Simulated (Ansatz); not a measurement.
# Pd (omega type): how the settings move a single-point run

How sensitive is a single-point run of Pd (omega type) to its settings? A reference run comes first, then one run with altered input.

Computed with Ansatz 0.2.0 (reference: DFT, PBE, PAW with other files of Ansatz's library (core large), scalar-relativistic, unless a step's input says otherwise).

1 further run of the same task is left out (for a known fault of the program).

**1. Starting point**

Symmetry: P6/mmm, No. 191, hexagonal system. Conventional cell: a = 3.323 Å, b = 3.323 Å, c = 1.970 Å, α = 90.00°, β = 90.00°, γ = 120.00°. Pd (site symmetry 6/mmm) has 14 Pd at 1.97 to 2.16 Å as nearest neighbours. Around Pd (site symmetry -6m2) lie 11 Pd at 1.92 to 2.16 Å.

As a file:

```
CELL_PARAMETERS angstrom
3.32316 0.00000 0.00000
-1.66158 2.87794 0.00000
0.00000 0.00000 1.96975
ATOMIC_POSITIONS crystal
Pd 0.00000 0.00000 0.00000
Pd 0.33333 0.66667 0.50000
Pd 0.66667 0.33333 0.50000
```

**2. Reference**

input.yaml reads:

```yaml
crystal:
  lattice:
    - [3.3231582645, 0.0, 0.0]
    - [-1.6615791323, 2.8779394779, 0.0]
    - [0.0, 0.0, 1.9697503203]
  atoms:
    - { symbol: Pd, position: [0.0, 0.0, 0.0] }
    - { symbol: Pd, position: [0.3333333333, 0.6666666667, 0.5] }
    - { symbol: Pd, position: [0.6666666667, 0.3333333333, 0.5] }
kpoints:
  mp_grid: { grid: [9, 9, 12] }
scf:
  occupations: { method: fermi_dirac, width: 0.1 }
hamiltonian:
  xc: pbe
  pseudopotentials: { kind: paw, core: large }
output:
  forces: true
  stress: true
  eigenvalues: true
```

The run is started by

```sh
$ ansatz run input.yaml --threads 1 --pin off --max-ram 3072MiB --backend cpu --events-out ev --progress --plain --runs-dir out
```

**3. Changing settings: dr2_threshold 1.0e-05**

input.yaml, as its differences from that of step 2:

```diff
@@ -13,2 +13,3 @@
   occupations: { method: fermi_dirac, width: 0.1 }
+  convergence: { dr2_threshold: 1.0e-05 }
 hamiltonian:
@@ -20 +21,5 @@
   eigenvalues: true
+  write_density: true
+  write_potential: true
+  elf: true
+  volumetric_format: npy
```

**Question.** What will these runs give? Wanted: for each run, ending; energy change; pressure; gap; force.

The runs gave:

```tsv
run	ending	energy change	pressure (GPa)	gap (eV)	force (eV/Å)	cycles	time
reference	converged	0	1492.2	0.00	0.00	10	4 s
1: dr2_threshold 1.0e-05	converged	0.0 meV/atom	1492.2	0.00	0.00	8	4.7 s
```

Times don't compare one to one where runs were asked for different outputs or read a saved state (see the inputs); cycles may leave out searches for a lower state.

Residual by cycle in the longest SCF loop of each run; runs are numbered as in the table. The quantity is the density residual dr2, in eV.

```tsv
cycle	reference	run 1
1	428	428
2	99	99
3	11.9	11.9
4	0.555	0.555
5	0.0576	0.0576
6	0.00407	0.00407
7	5.3e-5	5.4e-5
8	7.6e-6	7.7e-6
9	5.1e-7	-
10	4.8e-9	-
```

Same state: the changed convergence setting leaves the energy within 0.5 meV/atom. The structure is not at rest: the sound run finds 1492 GPa, so these are no properties of the relaxed crystal. 
